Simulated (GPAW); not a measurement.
Runs of GPAW 26.7.0 on AlNi. It takes space group Pm-3m (No. 221, cubic). Conventional cell: a = 2.881 Å, b = 2.881 Å, c = 2.881 Å, α = 90.00°, β = 90.00°, γ = 90.00°. Ni (site symmetry m-3m) has 8 Al at 2.50 Å as nearest neighbours. Al (site symmetry m-3m) is surrounded by 8 Ni at 2.50 Å. 

| level | U | pressure (GPa) | moment (μB) |
| --- | --- | --- | --- |
| PBEsol+U | Ni d U = 1 eV | -3.0 | 0.00 |
| PBEsol | - | -2.3 | 0.00 |
| PBEsol+U | Ni d U = 4 eV | -5.1 | 0.00 |
| PBEsol+U | Ni d U = 2 eV | (a) | 0.00 |
| PBEsol+U | Ni d U = 8 eV | (b) | 0.00 |
| PBEsol+U | Ni d U = 6 eV | -6.4 | 0.00 |
| PBEsol+U | Ni d U = 3 eV | -4.4 | 0.00 |

Alike in all rows: task band structure; potentials or basis PAW data sets generated in the run's folder for this functional, pw; spin collinear, ferromagnetic start; cell as given; k mesh 9 × 9 × 9; cutoff (eV) 600; smearing fermi-dirac 0.05 eV.

Task: Estimate the missing entries.

Result: (a) -3.7; (b) -7.6.

Caveats: the stock nickel data set gives pressures a few GPa off other programs; the U is typed as a test and isn't derived for this compound (some runs).
